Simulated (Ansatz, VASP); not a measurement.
# SiC: VASP beside Ansatz

File INCAR:

```
ALGO = Fast
EDIFF = 1E-7
ENCUT = 520
GGA = PE
ISIF = 2
ISMEAR = 0
LASPH = T
LCHARG = F
LREAL = F
LWAVE = F
NBANDS = 26
NELM = 80
PREC = Accurate
SIGMA = 0.014
```

File KPOINTS:

```
k-points
0
Gamma
  10 10 3
```

File POSCAR:

```
SiC
1.0
    3.0756941497      0.0000000000      0.0000000000
   -1.5378470748      2.6636292679      0.0000000000
    0.0000000000      0.0000000000     10.0706464800
Si C
4 4
Direct
    0.0000000000      0.0000000000      0.1878943800
    0.0000000000      0.0000000000      0.6878943800
    0.3333333333      0.6666666667      0.4378419800
    0.6666666667      0.3333333333      0.9378419800
    0.0000000000      0.0000000000      0.0004600500
    0.0000000000      0.0000000000      0.5004600500
    0.3333333333      0.6666666667      0.2498025900
    0.6666666667      0.3333333333      0.7498025900
```

The input input.yaml:

```yaml
crystal:
  lattice:
    - [3.0756941497, 0.0, 0.0]
    - [-1.5378470748, 2.6636292679, 0.0]
    - [0.0, 0.0, 10.07064648]
  atoms:
    - { symbol: Si, position: [0.0, 0.0, 0.18789438] }
    - { symbol: Si, position: [0.0, 0.0, 0.68789438] }
    - { symbol: Si, position: [0.3333333333, 0.6666666667, 0.43784198] }
    - { symbol: Si, position: [0.6666666667, 0.3333333333, 0.93784198] }
    - { symbol: C, position: [0.0, 0.0, 0.00046005] }
    - { symbol: C, position: [0.0, 0.0, 0.50046005] }
    - { symbol: C, position: [0.3333333333, 0.6666666667, 0.24980259] }
    - { symbol: C, position: [0.6666666667, 0.3333333333, 0.74980259] }
hamiltonian:
  xc: pbe
  pseudopotentials: { kind: paw }
kpoints:
  mp_grid: { grid: [10, 10, 3] }
scf:
  occupations: { method: gaussian, width: 0.014 }
output:
  forces: true
  stress: true
  eigenvalues: true
```

The cell is a database's computed one.

Alike in both runs: task single point; functional PBE; k mesh 10 × 10 × 3; occupations gaussian, width 0.014 eV; no spin polarisation.

|  | VASP | Ansatz |
| --- | --- | --- |
| version | VASP 6.6.1 | Ansatz 0.2.0 |
| potentials or method | VASP PAW PBE potentials, release 64 (Si, C) | Ansatz PAW |
| plane-wave cutoff (eV) | 520 | 420 |
| valence electrons in the cell | 32 | 32 |

```csv
,VASP,Ansatz,Ansatz less VASP
gap on the k mesh at the Fermi level (eV),2.23,2.23,+0.001
least direct gap on the mesh (eV),3.35,3.35,+0.002
pressure (GPa),3.9,3.9,+0.06
largest component of the traceless stress (GPa),0.09,0.09,+0.004
```

With one functional, cell and mesh, what is left measures potentials, basis and numerics.

Caveats: an odd mesh through Γ misses points on the zone boundary, where band edges often lie (VASP); odd divisions of the mesh miss points on the zone boundary, where band edges often lie, so the gap on the mesh can be too wide (Ansatz).
